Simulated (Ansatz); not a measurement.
# Si7Ge: compression at zero temperature

One table from this session's results is given with a row withheld; the runs are named, their logs left out.

Method: DFT PBEsol, scalar-relativistic, plane waves, PAW, in Ansatz 0.2.0.

2 further runs of the same task are left out: 2 set aside as unsound or not needed.

## The structure to begin with

The structure is cubic, space group P-43m (No. 215). Conventional cell: a = 5.459 Å, b = 5.459 Å, c = 5.459 Å, α = 90.00°, β = 90.00°, γ = 90.00°. Around Si (site symmetry 3m) lie 3 Si at 2.36 Å and 1 Ge at 2.39 Å. Around Si (site symmetry -42m) lie 4 Si at 2.36 Å. Ge (site symmetry -43m) is surrounded by 4 Si at 2.39 Å.

Coordinates:

```cif
data_structure
_symmetry_space_group_name_H-M 'P 1'
_symmetry_Int_Tables_number 1
_cell_length_a 5.4592
_cell_length_b 5.4592
_cell_length_c 5.4592
_cell_angle_alpha 90.000
_cell_angle_beta 90.000
_cell_angle_gamma 90.000
_cell_volume 162.70
loop_
_atom_site_label
_atom_site_type_symbol
_atom_site_fract_x
_atom_site_fract_y
_atom_site_fract_z
_atom_site_occupancy
Si1 Si 0.25260 0.25260 0.25260 1
Si2 Si 0.00000 0.50000 0.50000 1
Si3 Si 0.50000 0.50000 0.00000 1
Si4 Si 0.50000 0.00000 0.50000 1
Si5 Si 0.74740 0.25260 0.74740 1
Si6 Si 0.74740 0.74740 0.25260 1
Si7 Si 0.25260 0.74740 0.74740 1
Ge1 Ge 0.00000 0.00000 0.00000 1
```

It goes back to an entry of the Materials Project, which need not be the stable form.

It is the result of an earlier relaxation at this level (volume 20.34 Å³/atom; gap on the mesh: 0.28 eV).

The first run:

input.yaml reads:

```yaml
crystal:
  lattice:
    - [5.4942774863, 0.0, 0.0]
    - [0.0, 5.4942774863, 0.0]
    - [0.0, 0.0, 5.4942774863]
  atoms:
    - { symbol: Si, position: [0.2525976816, 0.2525976816, 0.2525976816] }
    - { symbol: Si, position: [0.0, 0.5, 0.5] }
    - { symbol: Si, position: [0.5, 0.5, 0.0] }
    - { symbol: Si, position: [0.5, 0.0, 0.5] }
    - { symbol: Si, position: [0.7474023184, 0.2525976816, 0.7474023184] }
    - { symbol: Si, position: [0.7474023184, 0.7474023184, 0.2525976816] }
    - { symbol: Si, position: [0.2525976816, 0.7474023184, 0.7474023184] }
    - { symbol: Ge, position: [0.0, 0.0, 0.0] }
basis:
  ecutwfc: 420
kpoints:
  mp_grid: { grid: [8, 8, 8] }
hamiltonian:
  xc: pbesol
scf:
  occupations: { method: gaussian, width: 0.01 }
output:
  forces: true
  stress: true
  eigenvalues: true
relax:
  adjacent_minimum: "off"
  f_tol: 0.008
  max_steps: 50
  cell: { stress_tol: 0.08, p_target: -2.0 }
```

Command:

```console
ansatz run input.yaml --threads 2 --pin off --max-ram 5120MiB --backend cpu --events-out ev --progress --plain --runs-dir out
```

Among the steps run: Target pressure -2 GPa; Band edges over the zone at -2 GPa; Relaxing at 2 GPa; Band edges over the zone at 2 GPa; Target pressure 5 GPa; The gap over the whole zone at 5 GPa; Target pressure 10 GPa; Seeking the band edges at 10 GPa; 20 GPa.

One of the session's tables, all rows but one given; the rest of the session is left out.

Lengths are those of the vectors of the cell that was run:

| P (GPa) | V (Å³/atom) | a (Å) | b (Å) | c (Å) | ΔH (eV/atom) |
| --- | --- | --- | --- | --- | --- |
| -2 | 20.80 | 5.500 | 5.500 | 5.500 | -0.257 |
| 0 | 20.34 | 5.459 | 5.459 | 5.459 | 0.000 |
| 2 | 19.92 | 5.421 | 5.421 | 5.421 | 0.251 |
| 5 | ? | ? | ? | ? | ? |
| 10 | 18.57 | 5.296 | 5.296 | 5.296 | 1.210 |
| 20 | 17.36 | 5.178 | 5.178 | 5.178 | 2.329 |

**Question.** Estimate the row for P (GPa) = 5.

Worked estimate for «V (Å³/atom)». A straight line through the neighbours (2, 19.92) and (10, 18.57) gives 19.92 + (18.57 − 19.92) × (5 − 2) / (10 − 2) = 19.41; a parabola fitted to 4 rows on both sides gives 19.38.

As computed: V (Å³/atom): 19.35; a (Å): 5.369; b (Å): 5.369; c (Å): 5.369; ΔH (eV/atom): 0.619. In «V (Å³/atom)» the line misses by +0.06 and the parabola by +0.03.

ΔH is E + PV over the energy at zero pressure; a, b and c are the vectors of the computed cell.

Limits of these values: Other structures may take over in this range; these runs cannot find them.
